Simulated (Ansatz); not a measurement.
# Ionic part of the dielectric constant of AlAs at 30 GPa, mode by mode

Level of theory: DFT PBEsol, scalar-relativistic, plane waves, PAW in Ansatz 0.2.0. Plane waves to 420 eV; Γ-centred k mesh 10×10×10; fixed occupations. No spin polarisation. Phonons by linear response, acoustic sum rule imposed.

Symmetry: F-43m, No. 216, cubic system. The conventional cell has a = 5.224 Å, b = 5.224 Å, c = 5.224 Å, α = 90.00°, β = 90.00°, γ = 90.00°. Al (site symmetry -43m) has 4 As at 2.26 Å as nearest neighbours. Around As (site symmetry -43m) lie 4 Al at 2.26 Å.

Other phases may be more stable at this pressure. The bands were filled as in an insulator; under compression the gap may have closed between mesh points.

The primitive cell has V = 35.64 Å³ and ε∞,xx = 8.887. Each polar mode adds Δε = (4.92064×10⁷/V)·S/ν² along x, with S its oscillator strength in e²/amu, ν in cm⁻¹ and V in Å³.

**Question.** From these modes, find each Δε and ε0,xx.
| ν (cm⁻¹) | S_xx (e²/amu) |
| --- | --- |
| 467.0 | 0.2024 |

**Answer.**
```json
{"ν (cm⁻¹)": "467.0", "Δε": "1.28"}
```

The sum is 1.282, so ε0,xx = 10.17; the run's tensor has 10.17.

**Question.** Where do the longitudinal modes lie for a wave vector along x?

**Answer.** At 500 cm⁻¹. The Lyddane–Sachs–Teller product Π(ν_LO/ν_TO)² = 1.14 matches ε0/ε∞ = 1.14.

Cost: 1 run of about 0.94 core-minutes, on Intel Xeon Platinum 8375C (Ice Lake) (shared hosts).